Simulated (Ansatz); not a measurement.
# Cobalt, bcc under revPBE: from relaxation to bulk modulus, part 2 of 2

Aim: take cobalt in the bcc structure, relax it, solve it on a dense k-mesh, then scale the cell to 7 volumes from 88 to 112 % of the relaxed one and try a fit of the equation of state. Spin polarisation is left out, though the real metal is magnetic, so this state lies above the ground state. The k-meshes are 16×16×16 for the relaxation; 26×26×26 for the dense run; 18×18×18 for the volumes.

Ansatz 0.2.0; DFT, revPBE, plane waves (420 eV) with PAW, scalar-relativistic. The steps go on from the part before.

### 6 The cell scaled to 96 % of its volume

This is Co in the bcc structure; at room conditions it is hcp.

input.yaml reads:

```yaml
crystal:
  lattice:
    - [-1.3723293793, 1.3723293793, 1.3723293793]
    - [1.3723293793, -1.3723293793, 1.3723293793]
    - [1.3723293793, 1.3723293793, -1.3723293793]
  atoms:
    - { symbol: Co, position: [0.0, 0.0, 0.0] }
hamiltonian:
  xc: revpbe
  pseudopotentials:
    kind: paw
    azcp:
      Co: "pseudopotentials/Co.paw.azcp"
basis:
  ecutwfc: 420
  fft_grid_basis: typed
kpoints:
  mp_grid: { grid: [18, 18, 18], shift: [0, 0, 0] }
magnetization:
  spin_polarized: false
scf:
  occupations: { method: fermi_dirac, width: 0.1 }
  lower_state_search: "off"
output:
  stress: true
  write_density: true
  write_potential: true
  elf: true
  volumetric_format: npy
```

The log of the run (excerpt; [...] marks lines left out):

```text
Warning: RAYON_NUM_THREADS=2 ignored (pool sized by the plan → 2); use --threads N
[...]
Pseudopotentials: kind: paw
Pseudopotential: Co, paw, valence charge 17, recommended cutoff 420 eV (normal), <dir>
Functional definition: revPBE
[...]
Crystal: 1 atoms, lattice volume = 10.338 Å³
Basis set: ecut = 420 eV, 201 PW (Γ)
Bands: 13, of which v1, the nominal top of the filled ones, is band 9 counted from 1 (8 counted from 0)
Symmetry: 48 space group operations
Space group: Im-3m (ITA 229), of the structure as read, at distance tolerance 2.2e-5 Å
k-points: 195 of 5832
[...]
SCF iter   1: F=—  HF=-5129.214345 eV  |F-HF|=—  |Δ(HF+E_count)|=         —  Δρ=6.80e-3  dr2=1.88e-3  ethr=1.77e-3  ⟨swp⟩=5.1  Hψ=12652  notcnv=0
[...]
SCF iter   6: F=-5129.213959 eV  HF=-5129.213959 eV  |F-HF|=1.82e-12  |Δ(HF+E_count)|=  7.64e-11  Δρ=8.70e-8  dr2=2.05e-13  ethr=1.00e-12  ⟨swp⟩=4.2  Hψ=12145  notcnv=0
[...]
SCF converged after 6 iterations
Free energy (F): -5129.213959 eV
[...]
E sigma→0 (E₀):  -5129.158788 eV
Entropy (-TS):   -0.110342 eV (-110.342 meV/atom)
Fermi energy:    19.762471 eV
[...]
--- Stress (GPa, compression-positive) ---
       10.013421      -0.000000       0.000000
        0.000000      10.013421      -0.000000
       -0.000000      -0.000000      10.013421
  P = ⅓ Tr σ = 10.0134 GPa (100.134 kbar)
--- Band table (eV; the first three rows and the last of 195) ---
  k-point 0: bands = ["-75.3075", "-38.3003", "-38.3003", "-38.3003", "10.5839", "17.8635", "17.8635", "17.8635", "19.4683", "19.4683", "45.7289", "45.7289", "45.7289"]
[...]
```

Wall time 1.1 s (2 threads of Arm Neoverse V2, shared host); peak memory 0.29 GiB.

Axes a, b and c in the maps are those of this run's conventional cell (a, b, c = 2.745, 2.745, 2.745 Å).

Density in a lattice plane of the grid's cell (edges 2.74 and 2.74 Å, at 0.000 of the third edge), which holds Co.

Ten even steps from '0' (0.27 e/Å³) to '9' (56.88 e/Å³):
```
764210000000000000001246
543110000000000000001134
211100000000000000000111
100000000000000000000000
000000000000000000000000
000000000000000000000000
000000000000000000000000
000000000000000000000000
000000000000000000000000
000000000000000000000000
000000000000000000000000
000000000000000000000000
000000000000000000000000
000000000000000000000000
000000000000000000000000
100000000000000000000000
211100000000000000000111
543110000000000000001134
764210000000000000001246
986310000000000000001368
```
Columns run along the first of these edges and rows up along the second, over one cell in 24 and 20 even steps from the bottom left corner. Atoms in the plane (fractional): Co at (0.00, 0.00).

ELF in the same plane.

Ten even steps from '0' (0.16) to '9' (0.97):
```
999753100001110000135799
988642100001110000124688
776421000011111000012467
433210000011211000001233
111000000111211100000011
000000001112221110000000
000000011111111111000000
000011111111111111110000
111111121111111112111111
111122222111111122222111
111111121111111112111111
000001111111111111111000
000000011111111111000000
000000001112221110000000
111000000111211100000011
433210000011211000001233
776421000011111000012467
988642100001110000124688
999753100001110000135799
999863100001110000136899
```
Columns run along the first of these edges and rows up along the second, over one cell in 24 and 20 even steps from the bottom left corner. Atoms in the plane (fractional): Co at (0.00, 0.00).

Both are smooth fields of the valence electrons: close to the nuclei they are not physical.

### 7 The cell scaled to 100 % of its volume

Changes to input.yaml since step 6:

```diff
@@ -2,5 +2,5 @@
   lattice:
-    - [-1.3723293793, 1.3723293793, 1.3723293793]
-    - [1.3723293793, -1.3723293793, 1.3723293793]
-    - [1.3723293793, 1.3723293793, -1.3723293793]
+    - [-1.3911307482, 1.3911307482, 1.3911307482]
+    - [1.3911307482, -1.3911307482, 1.3911307482]
+    - [1.3911307482, 1.3911307482, -1.3911307482]
   atoms:
@@ -25,5 +25 @@
   stress: true
-  write_density: true
-  write_potential: true
-  elf: true
-  volumetric_format: npy
```

The log of the run (excerpt; [...] marks lines left out):

```text
Warning: RAYON_NUM_THREADS=2 ignored (pool sized by the plan → 2); use --threads N
[...]
[... 3 set-up lines as earlier in the session ...]
[...]
Crystal: 1 atoms, lattice volume = 10.769 Å³
Basis set: ecut = 420 eV, 201 PW (Γ)
Bands: 13, of which v1, the nominal top of the filled ones, is band 9 counted from 1 (8 counted from 0)
[... 2 set-up lines as earlier in the session ...]
k-points: 195 of 5832
[...]
SCF iter   1: F=—  HF=-5129.227117 eV  |F-HF|=—  |Δ(HF+E_count)|=         —  Δρ=6.58e-3  dr2=1.98e-3  ethr=1.77e-3  ⟨swp⟩=5.1  Hψ=12667  notcnv=0
[...]
SCF iter   6: F=-5129.226923 eV  HF=-5129.226923 eV  |F-HF|=9.09e-13  |Δ(HF+E_count)|=  1.46e-11  Δρ=8.17e-8  dr2=1.35e-13  ethr=1.00e-12  ⟨swp⟩=1.3  Hψ=6064  notcnv=0
[...]
SCF converged after 6 iterations
Free energy (F): -5129.226923 eV
[...]
E sigma→0 (E₀):  -5129.169185 eV
Entropy (-TS):   -0.115476 eV (-115.476 meV/atom)
Fermi energy:    18.795826 eV
[...]
--- Stress (GPa, compression-positive) ---
        0.022066       0.000000      -0.000000
       -0.000000       0.022066       0.000000
       -0.000000       0.000000       0.022066
  P = ⅓ Tr σ = 0.0221 GPa (0.221 kbar)
```

Run time: 0.83 s. Hardware: 2 threads of Arm Neoverse V2, shared host; peak memory 0.28 GiB.

### 8 The cell scaled to 104 % of its volume

Changes to input.yaml since step 7:

```diff
@@ -2,5 +2,5 @@
   lattice:
-    - [-1.3911307482, 1.3911307482, 1.3911307482]
-    - [1.3911307482, -1.3911307482, 1.3911307482]
-    - [1.3911307482, 1.3911307482, -1.3911307482]
+    - [-1.4094371995, 1.4094371995, 1.4094371995]
+    - [1.4094371995, -1.4094371995, 1.4094371995]
+    - [1.4094371995, 1.4094371995, -1.4094371995]
   atoms:
@@ -25 +25,5 @@
   stress: true
+  write_density: true
+  write_potential: true
+  elf: true
+  volumetric_format: npy
```

The log of the run (excerpt; [...] marks lines left out):

```text
Warning: RAYON_NUM_THREADS=2 ignored (pool sized by the plan → 2); use --threads N
[...]
[... 3 set-up lines as earlier in the session ...]
[...]
Crystal: 1 atoms, lattice volume = 11.199 Å³
Basis set: ecut = 420 eV, 225 PW (Γ)
Bands: 13, of which v1, the nominal top of the filled ones, is band 9 counted from 1 (8 counted from 0)
[... 2 set-up lines as earlier in the session ...]
k-points: 195 of 5832
[...]
SCF iter   1: F=—  HF=-5129.215957 eV  |F-HF|=—  |Δ(HF+E_count)|=         —  Δρ=6.24e-3  dr2=1.95e-3  ethr=1.77e-3  ⟨swp⟩=5.1  Hψ=12667  notcnv=0
[...]
SCF iter   6: F=-5129.215903 eV  HF=-5129.215903 eV  |F-HF|=0.00e0  |Δ(HF+E_count)|=  8.19e-12  Δρ=6.30e-8  dr2=1.61e-13  ethr=1.00e-12  ⟨swp⟩=4.0  Hψ=10758  notcnv=0
[...]
SCF converged after 6 iterations
Free energy (F): -5129.215903 eV
[...]
E sigma→0 (E₀):  -5129.155617 eV
Entropy (-TS):   -0.120572 eV (-120.572 meV/atom)
Fermi energy:    17.903243 eV
[...]
--- Stress (GPa, compression-positive) ---
       -7.901411       0.000000       0.000000
        0.000000      -7.901411       0.000000
        0.000000       0.000000      -7.901411
  P = ⅓ Tr σ = -7.9014 GPa (-79.014 kbar)
--- Band table (eV; the first three rows and the last of 195) ---
  k-point 0: bands = ["-77.0395", "-40.0880", "-40.0880", "-40.0880", "9.2441", "16.2092", "16.2092", "16.2092", "17.6436", "17.6436", "43.1095", "43.1095", "43.1095"]
[...]
```

It took 1.1 s on 2 threads of Arm Neoverse V2, shared host; peak memory 0.29 GiB.

### 9 The cell scaled to 108 % of its volume

Changes to input.yaml since step 8:

```diff
@@ -2,5 +2,5 @@
   lattice:
-    - [-1.4094371995, 1.4094371995, 1.4094371995]
-    - [1.4094371995, -1.4094371995, 1.4094371995]
-    - [1.4094371995, 1.4094371995, -1.4094371995]
+    - [-1.4272800708, 1.4272800708, 1.4272800708]
+    - [1.4272800708, -1.4272800708, 1.4272800708]
+    - [1.4272800708, 1.4272800708, -1.4272800708]
   atoms:
```

The log of the run (excerpt; [...] marks lines left out):

```text
Warning: RAYON_NUM_THREADS=2 ignored (pool sized by the plan → 2); use --threads N
[...]
[... 3 set-up lines as earlier in the session ...]
[...]
Crystal: 1 atoms, lattice volume = 11.630 Å³
Basis set: ecut = 420 eV, 225 PW (Γ)
Bands: 13, of which v1, the nominal top of the filled ones, is band 9 counted from 1 (8 counted from 0)
[... 1 set-up line as earlier in the session ...]
Space group: Im-3m (ITA 229), of the structure as read, at distance tolerance 2.3e-5 Å
k-points: 195 of 5832
[...]
SCF iter   1: F=—  HF=-5129.185857 eV  |F-HF|=—  |Δ(HF+E_count)|=         —  Δρ=5.99e-3  dr2=1.93e-3  ethr=1.77e-3  ⟨swp⟩=5.1  Hψ=12680  notcnv=0
[...]
SCF iter   6: F=-5129.185884 eV  HF=-5129.185884 eV  |F-HF|=0.00e0  |Δ(HF+E_count)|=  3.64e-12  Δρ=2.17e-7  dr2=1.80e-12  ethr=1.00e-12  ⟨swp⟩=4.0  Hψ=10804  notcnv=0
[...]
SCF converged after 6 iterations
Free energy (F): -5129.185884 eV
[...]
E sigma→0 (E₀):  -5129.123071 eV
Entropy (-TS):   -0.125627 eV (-125.627 meV/atom)
Fermi energy:    17.076747 eV
[...]
--- Stress (GPa, compression-positive) ---
      -14.175778       0.000000       0.000000
       -0.000000     -14.175778       0.000000
       -0.000000       0.000000     -14.175778
  P = ⅓ Tr σ = -14.1758 GPa (-141.758 kbar)
--- Band table (eV; the first three rows and the last of 195) ---
  k-point 0: bands = ["-77.8107", "-40.8813", "-40.8813", "-40.8813", "8.6565", "15.4713", "15.4713", "15.4713", "16.8313", "16.8313", "41.9234", "41.9234", "41.9234"]
[...]
```

Wall time 1.1 s (2 threads of Arm Neoverse V2, shared host); peak memory 0.29 GiB.

### 10 The cell scaled to 112 % of its volume

Changes to input.yaml since step 9:

```diff
@@ -2,5 +2,5 @@
   lattice:
-    - [-1.4272800708, 1.4272800708, 1.4272800708]
-    - [1.4272800708, -1.4272800708, 1.4272800708]
-    - [1.4272800708, 1.4272800708, -1.4272800708]
+    - [-1.444687641, 1.444687641, 1.444687641]
+    - [1.444687641, -1.444687641, 1.444687641]
+    - [1.444687641, 1.444687641, -1.444687641]
   atoms:
@@ -25,5 +25 @@
   stress: true
-  write_density: true
-  write_potential: true
-  elf: true
-  volumetric_format: npy
```

The log of the run (excerpt; [...] marks lines left out):

```text
Warning: RAYON_NUM_THREADS=2 ignored (pool sized by the plan → 2); use --threads N
[...]
[... 3 set-up lines as earlier in the session ...]
[...]
Crystal: 1 atoms, lattice volume = 12.061 Å³
Basis set: ecut = 420 eV, 225 PW (Γ)
Bands: 13, of which v1, the nominal top of the filled ones, is band 9 counted from 1 (8 counted from 0)
[... 2 set-up lines as earlier in the session ...]
k-points: 195 of 5832
[...]
SCF iter   1: F=—  HF=-5129.140803 eV  |F-HF|=—  |Δ(HF+E_count)|=         —  Δρ=5.98e-3  dr2=2.02e-3  ethr=1.77e-3  ⟨swp⟩=5.2  Hψ=12721  notcnv=0
[...]
SCF iter   6: F=-5129.140838 eV  HF=-5129.140838 eV  |F-HF|=1.82e-12  |Δ(HF+E_count)|=  1.55e-11  Δρ=1.51e-7  dr2=5.20e-13  ethr=1.00e-12  ⟨swp⟩=1.0  Hψ=7186  notcnv=0
[...]
SCF converged after 6 iterations
Free energy (F): -5129.140838 eV
[...]
E sigma→0 (E₀):  -5129.075518 eV
Entropy (-TS):   -0.130640 eV (-130.640 meV/atom)
Fermi energy:    16.309423 eV
[...]
--- Stress (GPa, compression-positive) ---
      -19.124600      -0.000000      -0.000000
        0.000000     -19.124600       0.000000
        0.000000      -0.000000     -19.124600
  P = ⅓ Tr σ = -19.1246 GPa (-191.246 kbar)
```

Run time: 0.88 s. Hardware: 2 threads of Arm Neoverse V2, shared host; peak memory 0.29 GiB.

### 11 Energy and pressure against volume

The cell was scaled evenly, with its shape and the fractional positions fixed.

| V (Å³/atom) | E − E₀ (meV/atom) | P from the stress (GPa) | P from the fit (GPa) |
| --- | --- | --- | --- |
| 9.476 | 129.8 | 38.49 | 37.55 |
| 9.907 | 51.1 | 22.60 | 21.62 |
| 10.338 | 10.5 | 10.01 | 9.04 |
| 10.769 | 0.1 | 0.02 | -0.93 |
| 11.199 | 13.7 | -7.90 | -8.84 |
| 11.630 | 46.2 | -14.18 | -15.12 |
| 12.061 | 93.8 | -19.12 | -20.09 |

Fit (Birch-Murnaghan, third order): V₀ = 10.724 Å³/atom, B₀ = 226 GPa, B₀′ = 4.8, largest residual 0.02 meV/atom.

Fit and stress differ a little: one follows E(σ → 0), the other the smeared free energy.

### 12 Summary of results

What follows sums up all 2 parts.

| quantity | value |
| --- | --- |
| space group (spins left aside) | Im-3m (No. 229) |
| conventional cell | a = 2.782 Å |
| volume | 10.769 Å³/atom |
| shortest distance | 2.410 Å |
| gap on the mesh | none (levels filled in part) |
| relative to hcp, ferromagnetic | +464 meV/atom |
| V₀, B₀, B₀′ | 10.724 Å³/atom, 226 GPa, 4.8 |

From the guessed start the volume shrank by 2.8 % in 5 steps. It lies 464 meV/atom above the element's reference form at the same level (hcp, ferromagnetic, from a run of its own); part of this is magnetic energy, as this run has no moments. Levels at the Fermi energy are filled in part, as in a metal. B₀ comes out at 226 GPa. The symmetry was held, so the structure may be unstable against distortions that break it.
